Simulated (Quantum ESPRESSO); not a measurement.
## TaN and the effect of the pressure

The cell as given:

The structure is cubic, space group Fm-3m (No. 225). Conventional cell: a = 4.423 Å, b = 4.423 Å, c = 4.423 Å, α = 90.00°, β = 90.00°, γ = 90.00°. Ta (site symmetry m-3m) has 6 N at 2.21 Å as nearest neighbours. N (site symmetry m-3m) is surrounded by 6 Ta at 2.21 Å.

The cell comes from a database or a generator and needn't be the stable form of this composition.

Kept alike: task relaxation of cell and atoms; functional PBEsol; k mesh 10 × 10 × 10; occupations fermi-dirac, width 0.05 eV; no spin polarisation. Program: Quantum ESPRESSO, GBRV 1.5 PBEsol, cutoff 871 eV. The mesh is that of the run's cell of 2 atoms. No spin-orbit coupling.

| pressure, P (GPa) | volume (Å³/atom) |
| --- | --- |
| 0 | 10.471 |
| 2 | 10.413 |
| 5 | 10.330 |
| 10 | 10.199 |
| 20 | 9.960 |
| 30 | 9.748 |

The relaxations keep at least the cell's symmetry (Fm-3m). For a metal such a mesh leaves the last digits unconverged. The runs follow the start's structure, whether or not it is the stable one at these pressures.

Task: What does the pressure change here?

Result: The volume falls from 10.471 to 9.748 Å³/atom between 0 and 30 GPa. The volume falls ever more slowly, since the solid stiffens under load. At the pressures aimed at, which the runs meet within some tenths of a GPa, the step from 0 to 5 GPa gives a mean bulk modulus near 369 GPa, the last step 465 GPa.

TaN is very hard to compress: 30 GPa takes the volume only from 10.471 to 9.748 Å³/atom, and the resistance grows with every step. The rock-salt structure has no free internal coordinate, so the atoms can't evade the load by shifting or by tilting of their octahedra. All of the compression must go into shorter Ta–N bonds, and the Ta–Ta and N–N distances shrink in proportion.

These bonds are stiff because N p states mix strongly with Ta d states, which adds covalent bonding to the ionic attraction. The d electrons left on the group 5 metal probably contribute some metal–metal bonding as well. As the ions approach, the Pauli repulsion between their overlapping electron shells rises more steeply than the attraction, which explains the growing bulk modulus.

The smooth curve gives no sign of an abrupt volume collapse within this structure. A large bulk modulus measures resistance to uniform compression alone, so neither high hardness nor stability against shear follows from it.
